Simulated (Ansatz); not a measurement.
**In: the order of phases at one pressure**

Aim: bring In in several structures (bcc, hcp, omega, simple hexagonal, sc) to one pressure and rank them by enthalpy. The pressure is set by scaling the first phase. Methods of the runs shown: LAPW. Companion runs by PAW are cited.

Computed with Ansatz 0.2.0 (DFT, PBE, all-electron LAPW, scalar-relativistic, unless a step's input says otherwise).

## 1. The structure to begin with

It takes space group Im-3m (No. 229, cubic). The conventional cell has a = 3.516 Å, b = 3.516 Å, c = 3.516 Å, α = 90.00°, β = 90.00°, γ = 90.00°. Around In (site symmetry m-3m) lie 8 In at 3.04 Å.

Structure file:

```cif
data_structure
_symmetry_space_group_name_H-M 'Im-3m'
_symmetry_Int_Tables_number 229
_cell_length_a 3.5156
_cell_length_b 3.5156
_cell_length_c 3.5156
_cell_angle_alpha 90.000
_cell_angle_beta 90.000
_cell_angle_gamma 90.000
_cell_volume 43.45
loop_
_atom_site_label
_atom_site_type_symbol
_atom_site_symmetry_multiplicity
_atom_site_Wyckoff_symbol
_atom_site_fract_x
_atom_site_fract_y
_atom_site_fract_z
_atom_site_occupancy
In1 In 2 a 0.00000 0.00000 0.00000 1
```

The file gives the conventional cell by its symmetry; the runs use the cell typed in the input.

## 2. Bcc relaxed under pressure, LAPW

Contents of input.yaml:

```yaml
crystal:
  lattice:
    - [-1.7577949869, 1.7577949869, 1.7577949869]
    - [1.7577949869, -1.7577949869, 1.7577949869]
    - [1.7577949869, 1.7577949869, -1.7577949869]
  atoms:
    - { symbol: In, position: [0.0, 0.0, 0.0] }
kpoints:
  mp_grid: { grid: [15, 15, 15] }
scf:
  occupations: { method: fermi_dirac, width: 0.08 }
hamiltonian:
  xc: pbe
  pseudopotentials: { kind: all_electron, lapw: { basis_error: 0.0005 } }
output:
  forces: true
  stress: true
  eigenvalues: true
relax:
  f_tol: 0.005
  max_steps: 12
  cell: { p_target: 16.0, stress_tol: 0.03 }
```

Command:

```bash
$ ansatz run input.yaml --threads 1 --pin off --max-ram 3584MiB --backend cpu --events-out ev --progress --plain --runs-dir out
```

What it wrote, shortened:

```text
[...]
LAPW: plane waves up to 8.017 Å⁻¹, error target 5.0e-4 eV per atom; small_component_spin mean_spin; In in spheres of 1.477 Å, 21 of its electrons in bands, Dirac shells []
[...]
Pseudopotentials: kind: all_electron
Pseudopotential: In, LAPW, valence charge 21, Koelling and Harmon's equation, gaussian nucleus
Functional definition: PBE
[...]
Crystal: 1 atoms, lattice volume = 21.725 Å³
Basis set: ecut = 244.84590469894593 eV, 201 PW (Γ), exchange–correlation at level 2
Bands: 15, of which v1, the nominal top of the filled ones, is band 11 counted from 1 (10 counted from 0)
Symmetry: 48 space group operations
Space group: Im-3m (ITA 229), of the structure as read, at distance tolerance 2.8e-5 Å
k-points: 120 of 3375
[...]
SCF iter   1: F=—  HF=-160045.775165 eV  |F-HF|=—  |Δ(HF+E_count)|=         —  Δρ=9.12e-3  dr2=1.30e-2  ethr=6.16e-5  ⟨swp⟩=3.3  Hψ=12932  notcnv=0
[...]
relax step   1: F+E_penalty+E_count = -160045.73270046 eV  Δ(F+E_penalty+E_count) = +0.000e0 eV  max|allowed force component| = 0.000e0 eV/Å  Δτ_max = 0.0000 Å  P = +16.005 GPa  Ω = 21.725 Å³  (7 SCF iters, accepted)
[...]
relax step   2: F+E_penalty+E_count = -160045.73270046 eV  Δ(F+E_penalty+E_count) = -9.895e-10 eV  max|allowed force component| = 0.000e0 eV/Å  Δτ_max = 0.0000 Å  P = +16.005 GPa  Ω = 21.725 Å³  stress off target by 5.00e-3 GPa  SCF on the basis re-selected at this cell (its energy is not [...]
SCF converged after 2 iterations
Free energy (F): -160045.732700 eV
[...]
E sigma→0 (E₀):  -160045.728667 eV
Entropy (-TS):   -0.008068 eV (-8.068 meV/atom)
Fermi energy:    17.139274 eV
[...]
--- Forces (eV/Å), atoms counted from 1 ---
  atom   1  In    -0.00000000     0.00000000    -0.00000000
[...]
--- Stress (GPa, compression-positive) ---
       16.004998       0.000000       0.000000
        0.000000      16.004998       0.000000
        0.000000       0.000000      16.004998
  P = ⅓ Tr σ = 16.0050 GPa (160.050 kbar)
--- Band table (eV; the first three rows and the last of 120) ---
  k-point 0: bands = ["-98.5290", "-57.0026", "-57.0026", "-57.0026", "2.1084", "2.1084", "2.1084", "2.5480", "2.5480", "6.1444", "30.4636", "30.4636", "30.4636", "30.5829", "30.5829"]
[...]
--- Relaxed structure (1 steps of the walk, 1 accepted, 1 SCFs on fresh bases) ---
  F+E_penalty+E_count = -160045.73270046 eV   max|allowed force component| = 0.000e0 eV/Å   (the final SCF, on the basis selected at the relaxed cell)
  cell:  # Å, volume = 21.7252 Å³
    - [-1.7577949869, 1.7577949869, 1.7577949869]
    - [1.7577949869, -1.7577949869, 1.7577949869]
    - [1.7577949869, 1.7577949869, -1.7577949869]
  atoms:
    - { symbol: In, position: [0.0, 0.0, 0.0] }
```

Wall time 7.9 s (1 thread of Intel Xeon 6975P-C (Granite Rapids), shared host); peak memory 0.36 GiB.

The steps of the relaxation:

| step | energy from step 1 (eV/cell) | largest force component (eV/Å) | pressure (GPa) | volume (Å³) |
| --- | --- | --- | --- | --- |
| 1 | 0.0000 | 0.0000 | 16.01 | 21.73 |
| 2 | 0.0000 | 0.0000 | 16.00 | 21.73 |

Step 1 is the start. Step 2 repeats the geometry before on a plane-wave basis chosen anew for that cell, so the energy can jump there without any move; the table keeps such jumps.

| input's cell | before | after | change |
| --- | --- | --- | --- |
| a (Å) | 3.045 | 3.045 | -0.0 % |
| b (Å) | 3.045 | 3.045 | -0.0 % |
| c (Å) | 3.045 | 3.045 | -0.0 % |
| volume (Å³/atom) | 21.73 | 21.73 | -0.0 % |

Result: pressure 16.00 GPa; no gap.

## 3. Hcp relaxed under pressure, LAPW

Contents of input.yaml:

```yaml
crystal:
  lattice:
    - [3.0993694169, 0.0, 0.0]
    - [-1.5496847084, 2.6841326507, 0.0]
    - [0.0, 0.0, 5.2076642222]
  atoms:
    - { symbol: In, position: [0.3333333333, 0.6666666667, 0.25] }
    - { symbol: In, position: [0.6666666667, 0.3333333333, 0.75] }
kpoints:
  mp_grid: { grid: [14, 14, 8] }
scf:
  occupations: { method: fermi_dirac, width: 0.08 }
hamiltonian:
  xc: pbe
  pseudopotentials: { kind: all_electron, lapw: { basis_error: 0.0005 } }
output:
  forces: true
  stress: true
  eigenvalues: true
relax:
  f_tol: 0.005
  max_steps: 12
  cell: { p_target: 16.0, stress_tol: 0.03 }
```

Command:

```bash
$ ansatz run input.yaml --threads 1 --pin off --max-ram 3584MiB --backend cpu --events-out ev --progress --plain --runs-dir out
```

What it wrote, shortened:

```text
[...]
LAPW: plane waves up to 7.845 Å⁻¹, error target 5.0e-4 eV per atom; small_component_spin mean_spin; In in spheres of 1.503 Å, 21 of its electrons in bands, Dirac shells []
[...]
[... 3 set-up lines as earlier in the session ...]
[...]
Crystal: 2 atoms, lattice volume = 43.323 Å³
Basis set: ecut = 234.506897254526 eV, 337 PW (Γ), exchange–correlation at level 2
Bands: 26, of which v1, the nominal top of the filled ones, is band 21 counted from 1 (20 counted from 0)
Symmetry: 24 space group operations
Space group: P63/mmc (ITA 194), of the structure as read, at distance tolerance 3.5e-5 Å
k-points: 120 of 1568
[...]
SCF iter   1: F=—  HF=-320091.561882 eV  |F-HF|=—  |Δ(HF+E_count)|=         —  Δρ=8.74e-3  dr2=2.22e-2  ethr=5.27e-5  ⟨swp⟩=3.0  Hψ=21952  notcnv=0
[...]
--- Forces (eV/Å), atoms counted from 1 ---
  atom   1  In     0.00000000    -0.00000000    -0.00000000
  atom   2  In     0.00000000     0.00000000     0.00000000
[...]
--- Stress (GPa, compression-positive) ---
       16.000337      -0.000000       0.000000
       -0.000000      16.000337       0.000000
        0.000000       0.000000      15.978953
  P = ⅓ Tr σ = 15.9932 GPa (159.932 kbar)
--- Band table (eV; the first three rows and the last of 120) ---
[... band rows left out ...]
[...]
--- Relaxed structure (1 steps of the walk, 1 accepted, 1 SCFs on fresh bases) ---
  F+E_penalty+E_count = -320091.47658393 eV   max|allowed force component| = 1.272e-17 eV/Å   (the final SCF, on the basis selected at the relaxed cell)
  cell:  # Å, volume = 43.3232 Å³
    - [3.099369416872309, -2.8867515628870752e-11, 0.0]
    - [-1.5496847084111545, 2.684132650738415, 0.0]
    - [0.0, 0.0, 5.2076642222]
  atoms:
    - { symbol: In, position: [0.33333333333333326, 0.6666666666666666, 0.25] }
    - { symbol: In, position: [0.6666666666666665, 0.33333333333333326, 0.75] }
```

Run time: 20 s. Hardware: 1 thread of Intel Xeon 6975P-C (Granite Rapids), shared host; peak memory 0.53 GiB.

The steps of the relaxation:

| step | energy from step 1 (eV/cell) | largest force component (eV/Å) | pressure (GPa) | volume (Å³) |
| --- | --- | --- | --- | --- |
| 1 | 0.0000 | 0.0000 | 15.99 | 43.32 |
| 2 | 0.0000 | 0.0000 | 15.99 | 43.32 |

Step 1 is the start. Step 2 repeats the geometry before on a plane-wave basis chosen anew for that cell, so the energy can jump there without any move; the table keeps such jumps.

| input's cell | before | after | change |
| --- | --- | --- | --- |
| a (Å) | 3.099 | 3.099 | +0.0 % |
| b (Å) | 3.099 | 3.099 | +0.0 % |
| c (Å) | 5.208 | 5.208 | +0.0 % |
| volume (Å³/atom) | 21.66 | 21.66 | +0.0 % |

This run gives: pressure 15.99 GPa; no gap.

## 4. Omega relaxed under pressure, LAPW

Contents of input.yaml:

```yaml
crystal:
  lattice:
    - [4.988145616, 0.0, 0.0]
    - [-2.494072808, 4.3198608213, 0.0]
    - [0.0, 0.0, 3.0364434752]
  atoms:
    - { symbol: In, position: [0.0, 0.0, 0.0] }
    - { symbol: In, position: [0.3333333333, 0.6666666667, 0.5] }
    - { symbol: In, position: [0.6666666667, 0.3333333333, 0.5] }
kpoints:
  mp_grid: { grid: [7, 7, 10] }
scf:
  occupations: { method: fermi_dirac, width: 0.08 }
hamiltonian:
  xc: pbe
  pseudopotentials: { kind: all_electron, lapw: { basis_error: 0.0005 } }
output:
  forces: true
  stress: true
  eigenvalues: true
relax:
  f_tol: 0.005
  max_steps: 12
  cell: { p_target: 16.0, stress_tol: 0.03 }
```

Command:

```bash
$ ansatz run input.yaml --threads 1 --pin off --max-ram 3584MiB --backend cpu --events-out ev --progress --plain --runs-dir out
```

What it wrote, shortened:

```text
[...]
LAPW: plane waves up to 8.568 Å⁻¹, error target 5.0e-4 eV per atom; small_component_spin mean_spin; In in spheres of 1.397 Å, 21 of its electrons in bands, Dirac shells []
[...]
[... 3 set-up lines as earlier in the session ...]
[...]
Crystal: 3 atoms, lattice volume = 65.430 Å³
Basis set: ecut = 279.68605386633953 eV, 681 PW (Γ), exchange–correlation at level 2
Bands: 38, of which v1, the nominal top of the filled ones, is band 32 counted from 1 (31 counted from 0)
[... 1 set-up line as earlier in the session ...]
Space group: P6/mmm (ITA 191), of the structure as read, at distance tolerance 4.0e-5 Å
k-points: 48 of 490
[...]
SCF iter   1: F=—  HF=-480137.325680 eV  |F-HF|=—  |Δ(HF+E_count)|=         —  Δρ=1.13e-2  dr2=7.11e-2  ethr=1.13e-4  ⟨swp⟩=3.0  Hψ=12317  notcnv=0
[...]
  atom   1  In     0.00000000     0.00000000     0.00000000
  atom   2  In    -0.00000000    -0.00000000    -0.00000000
  atom   3  In     0.00000000     0.00000000     0.00000000
[...]
--- Stress (GPa, compression-positive) ---
       15.975642       0.000000       0.000000
        0.000000      15.975642       0.000000
        0.000000       0.000000      16.013434
  P = ⅓ Tr σ = 15.9882 GPa (159.882 kbar)
--- Band table (eV; the first three rows and the last of 48) ---
[...]
--- Relaxed structure (1 steps of the walk, 1 accepted, 1 SCFs on fresh bases) ---
  F+E_penalty+E_count = -480137.19633630 eV   max|allowed force component| = 8.481e-18 eV/Å   (the final SCF, on the basis selected at the relaxed cell)
  cell:  # Å, volume = 65.4296 Å³
    - [4.988145616039272, 0.0, 0.0]
    - [-2.494072808019636, 4.319860821265989, 0.0]
    - [0.0, 0.0, 3.0364434752]
  atoms:
    - { symbol: In, position: [0.0, 0.0, 0.0] }
    - { symbol: In, position: [0.3333333333333333, 0.6666666666666666, 0.5] }
    - { symbol: In, position: [0.6666666666666666, 0.3333333333333333, 0.5] }
```

It took 21 s on 1 thread of Intel Xeon 6975P-C (Granite Rapids), shared host; peak memory 0.49 GiB.

Relaxation path:

| step | energy from step 1 (eV/cell) | largest force component (eV/Å) | pressure (GPa) | volume (Å³) |
| --- | --- | --- | --- | --- |
| 1 | 0.0000 | 0.0000 | 15.99 | 65.43 |
| 2 | 0.0000 | 0.0000 | 15.99 | 65.43 |

Step 1 is the start. Step 2 repeats the geometry before on a plane-wave basis chosen anew for that cell, so the energy can jump there without any move; the table keeps such jumps.

| input's cell | before | after | change |
| --- | --- | --- | --- |
| a (Å) | 4.988 | 4.988 | +0.0 % |
| b (Å) | 4.988 | 4.988 | +0.0 % |
| c (Å) | 3.036 | 3.036 | +0.0 % |
| volume (Å³/atom) | 21.81 | 21.81 | +0.0 % |

Read from it: pressure 15.99 GPa; no gap.

## 5. Simple hexagonal relaxed under pressure, LAPW

Contents of input.yaml:

```yaml
crystal:
  lattice:
    - [2.9955486234, 0.0, 0.0]
    - [-1.4977743117, 2.5942212061, 0.0]
    - [0.0, 0.0, 2.8412475612]
  atoms:
    - { symbol: In, position: [0.0, 0.0, 0.0] }
kpoints:
  mp_grid: { grid: [15, 15, 14] }
scf:
  occupations: { method: fermi_dirac, width: 0.08 }
hamiltonian:
  xc: pbe
  pseudopotentials: { kind: all_electron, lapw: { basis_error: 0.0005 } }
output:
  forces: true
  stress: true
  eigenvalues: true
relax:
  f_tol: 0.005
  max_steps: 12
  cell: { p_target: 16.0, stress_tol: 0.03 }
```

Command:

```bash
$ ansatz run input.yaml --threads 1 --pin off --max-ram 3584MiB --backend cpu --events-out ev --progress --plain --runs-dir out
```

What it wrote, shortened:

```text
[...]
LAPW: plane waves up to 8.706 Å⁻¹, error target 5.0e-4 eV per atom; small_component_spin mean_spin; In in spheres of 1.378 Å, 21 of its electrons in bands, Dirac shells []
[...]
[... 3 set-up lines as earlier in the session ...]
[...]
Crystal: 1 atoms, lattice volume = 22.080 Å³
Basis set: ecut = 288.749425251112 eV, 241 PW (Γ), exchange–correlation at level 2
Bands: 15, of which v1, the nominal top of the filled ones, is band 11 counted from 1 (10 counted from 0)
[... 1 set-up line as earlier in the session ...]
Space group: P6/mmm (ITA 191), of the structure as read, at distance tolerance 2.8e-5 Å
k-points: 216 of 3150
[...]
SCF iter   1: F=—  HF=-160045.730099 eV  |F-HF|=—  |Δ(HF+E_count)|=         —  Δρ=1.21e-2  dr2=2.12e-2  ethr=1.01e-4  ⟨swp⟩=3.1  Hψ=22922  notcnv=0
[...]
Fermi energy:    16.622789 eV
[...]
--- Forces (eV/Å), atoms counted from 1 ---
  atom   1  In     0.00000000     0.00000000     0.00000000
[...]
--- Stress (GPa, compression-positive) ---
       16.010887       0.000000       0.000000
        0.000000      16.010887       0.000000
        0.000000       0.000000      15.997966
  P = ⅓ Tr σ = 16.0066 GPa (160.066 kbar)
--- Band table (eV; the first three rows and the last of 216) ---
  k-point 0: bands = ["-99.0155", "-57.4883", "-57.4883", "-57.4684", "1.0931", "1.6761", "1.6761", "2.2800", "2.2800", "5.8323", "24.7106", "28.0051", "28.0051", "28.6462", "28.7990"]
[...]
--- Relaxed structure (1 steps of the walk, 1 accepted, 1 SCFs on fresh bases) ---
  F+E_penalty+E_count = -160045.68626847 eV   max|allowed force component| = 0.000e0 eV/Å   (the final SCF, on the basis selected at the relaxed cell)
  cell:  # Å, volume = 22.0797 Å³
    - [2.9955486233792703, 0.0, 0.0]
    - [-1.4977743116896352, 2.594221206117952, 0.0]
    - [0.0, 0.0, 2.8412475612]
  atoms:
    - { symbol: In, position: [0.0, 0.0, 0.0] }
```

Wall time 13 s (1 thread of Intel Xeon 6975P-C (Granite Rapids), shared host); peak memory 0.46 GiB.

Relaxation path:

| step | energy from step 1 (eV/cell) | largest force component (eV/Å) | pressure (GPa) | volume (Å³) |
| --- | --- | --- | --- | --- |
| 1 | 0.0000 | 0.0000 | 16.01 | 22.08 |
| 2 | 0.0000 | 0.0000 | 16.01 | 22.08 |

Step 1 is the start. Step 2 repeats the geometry before on a plane-wave basis chosen anew for that cell, so the energy can jump there without any move; the table keeps such jumps.

| input's cell | before | after | change |
| --- | --- | --- | --- |
| a (Å) | 2.996 | 2.996 | +0.0 % |
| b (Å) | 2.996 | 2.996 | +0.0 % |
| c (Å) | 2.841 | 2.841 | +0.0 % |
| volume (Å³/atom) | 22.08 | 22.08 | +0.0 % |

In short: pressure 16.01 GPa; no gap.

## 6. Sc relaxed under pressure, LAPW

Changes to input.yaml since step 5:

```diff
@@ -2,5 +2,5 @@
   lattice:
-    - [2.9955486234, 0.0, 0.0]
-    - [-1.4977743117, 2.5942212061, 0.0]
-    - [0.0, 0.0, 2.8412475612]
+    - [2.8325572727, 0.0, 0.0]
+    - [0.0, 2.8325572727, 0.0]
+    - [0.0, 0.0, 2.8325572727]
   atoms:
@@ -8,3 +8,3 @@
 kpoints:
-  mp_grid: { grid: [15, 15, 14] }
+  mp_grid: { grid: [13, 13, 13] }
 scf:
```

Command:

```bash
$ ansatz run input.yaml --threads 1 --pin off --max-ram 3584MiB --backend cpu --events-out ev --progress --plain --runs-dir out
```

What it wrote, shortened:

```text
[...]
LAPW: plane waves up to 8.737 Å⁻¹, error target 5.0e-4 eV per atom; small_component_spin mean_spin; In in spheres of 1.374 Å, 21 of its electrons in bands, Dirac shells []
[...]
[... 3 set-up lines as earlier in the session ...]
[...]
Crystal: 1 atoms, lattice volume = 22.727 Å³
Basis set: ecut = 290.84204380619485 eV, 251 PW (Γ), exchange–correlation at level 2
Bands: 15, of which v1, the nominal top of the filled ones, is band 11 counted from 1 (10 counted from 0)
[... 1 set-up line as earlier in the session ...]
Space group: Pm-3m (ITA 221), of the structure as read, at distance tolerance 2.8e-5 Å
k-points: 84 of 2197
[...]
SCF iter   1: F=—  HF=-160045.660039 eV  |F-HF|=—  |Δ(HF+E_count)|=         —  Δρ=1.15e-2  dr2=1.82e-2  ethr=8.61e-5  ⟨swp⟩=3.2  Hψ=8975  notcnv=0
[...]
Entropy (-TS):   -0.009521 eV (-9.521 meV/atom)
Fermi energy:    15.951206 eV
[...]
--- Forces (eV/Å), atoms counted from 1 ---
  atom   1  In     0.00000000    -0.00000000     0.00000000
[...]
--- Stress (GPa, compression-positive) ---
       16.002481      -0.000000       0.000000
       -0.000000      16.002481       0.000000
        0.000000       0.000000      16.002481
  P = ⅓ Tr σ = 16.0025 GPa (160.025 kbar)
--- Band table (eV; the first three rows and the last of 84) ---
  k-point 0: bands = ["-99.6872", "-58.1478", "-58.1478", "-58.1478", "0.3961", "0.3961", "1.6294", "1.6294", "1.6294", "5.3962", "24.3859", "24.3859", "24.3859", "27.9940", "27.9940"]
[...]
--- Relaxed structure (1 steps of the walk, 1 accepted, 1 SCFs on fresh bases) ---
  F+E_penalty+E_count = -160045.61745873 eV   max|allowed force component| = 0.000e0 eV/Å   (the final SCF, on the basis selected at the relaxed cell)
  cell:  # Å, volume = 22.7267 Å³
    - [2.8325572727, 0.0, 0.0]
    - [0.0, 2.8325572727, 0.0]
    - [0.0, 0.0, 2.8325572727]
  atoms:
    - { symbol: In, position: [0.0, 0.0, 0.0] }
```

Run time: 5.9 s. Hardware: 1 thread of Intel Xeon 6975P-C (Granite Rapids), shared host; peak memory 0.34 GiB.

Step by step:

| step | energy from step 1 (eV/cell) | largest force component (eV/Å) | pressure (GPa) | volume (Å³) |
| --- | --- | --- | --- | --- |
| 1 | 0.0000 | 0.0000 | 16.00 | 22.73 |
| 2 | 0.0000 | 0.0000 | 16.00 | 22.73 |

Step 1 is the start. Step 2 repeats the geometry before on a plane-wave basis chosen anew for that cell, so the energy can jump there without any move; the table keeps such jumps.

| input's cell | before | after | change |
| --- | --- | --- | --- |
| a (Å) | 2.833 | 2.833 | +0.0 % |
| b (Å) | 2.833 | 2.833 | +0.0 % |
| c (Å) | 2.833 | 2.833 | +0.0 % |
| volume (Å³/atom) | 22.73 | 22.73 | +0.0 % |

This run gives: pressure 16.00 GPa; no gap.

## 7. The series in one table

The PAW rows are taken from companion runs at the same settings.

Enthalpy per atom, H = F + pV at p = 16 GPa, from each method's lowest phase:

| method | start | space group, start → end | volume (Å³/atom) | pressure (GPa) | enthalpy (meV/atom) |
| --- | --- | --- | --- | --- | --- |
| LAPW | bcc | Im-3m → Im-3m | 21.725 | 16.0 | 11.9 |
| LAPW | hcp | P6_3/mmc → P6_3/mmc | 21.662 | 16.0 | 0.0 |
| LAPW | omega | P6/mmm → P6/mmm | 21.810 | 16.0 | 21.0 |
| LAPW | simple hexagonal | P6/mmm → P6/mmm | 22.080 | 16.0 | 93.8 |
| LAPW | sc | Pm-3m → Pm-3m | 22.727 | 16.0 | 227.2 |
| PAW | bcc | Im-3m → Im-3m | 21.725 | 16.0 | 11.9 |
| PAW | hcp | P6_3/mmc → P6_3/mmc | 21.662 | 16.0 | 0.0 |
| PAW | omega | P6/mmm → P6/mmm | 21.810 | 16.0 | 20.9 |
| PAW | simple hexagonal | P6/mmm → P6/mmm | 22.080 | 16.0 | 93.5 |
| PAW | sc | Pm-3m → Pm-3m | 22.727 | 16.0 | 226.8 |

## 8. Outcome

| quantity | value |
| --- | --- |
| pressure | 16 GPa |
| lowest (LAPW) | hcp, 11.9 meV/atom under bcc |
| lowest (PAW) | hcp, 11.9 meV/atom under bcc |

By LAPW the order is hcp < bcc < omega < simple hexagonal < sc. By PAW the order is hcp < bcc < omega < simple hexagonal < sc. The methods agree on the lowest phase. Only these structures were tried, with electrons smeared by 0.08 eV and without vibrations, so the true ground state may be another. The k meshes differ between phases and weren't tested, which can move differences by some meV.
